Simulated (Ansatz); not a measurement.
# Sn and the effect of the functional

The cell as given:

```cif
data_structure
_symmetry_space_group_name_H-M 'P 1'
_symmetry_Int_Tables_number 1
_cell_length_a 4.4550
_cell_length_b 4.4550
_cell_length_c 4.4550
_cell_angle_alpha 97.405
_cell_angle_beta 97.405
_cell_angle_gamma 137.923
_cell_volume 55.30
loop_
_atom_site_label
_atom_site_type_symbol
_atom_site_fract_x
_atom_site_fract_y
_atom_site_fract_z
_atom_site_occupancy
Sn1 Sn 0.00000 0.00000 0.00000 1
Sn2 Sn 0.75000 0.25000 0.50000 1
```

Kept alike: task relaxation of cell and atoms; k mesh 9 × 9 × 9; occupations fermi-dirac, width 0.05 eV; no spin polarisation. Program: Ansatz, Ansatz PAW. Cutoffs run from 420 to 500 eV. The mesh is that of the run's cell of 2 atoms. No spin-orbit coupling.

| functional | volume (Å³/atom) |
| --- | --- |
| BLYP | 31.187 |
| LDA | 26.173 |
| PBE | 28.432 |
| PBEsol | 26.889 |
| RPBE | 29.288 |
| r2SCAN | 27.600 |
| revPBE | 29.037 |

The relaxations keep at least the cell's symmetry (I4_1/amd). For a metal such a mesh leaves the last digits unconverged. Relaxations stop with a little pressure left, so the last digits of a volume or edge aren't settled. All rows use potentials made for PBE.

The volume runs from 26.173 (LDA) to 31.187 Å³/atom (BLYP). From PBE: BLYP +2.755; LDA -2.259; PBEsol -1.543; RPBE +0.856; r2SCAN -0.832; revPBE +0.605.
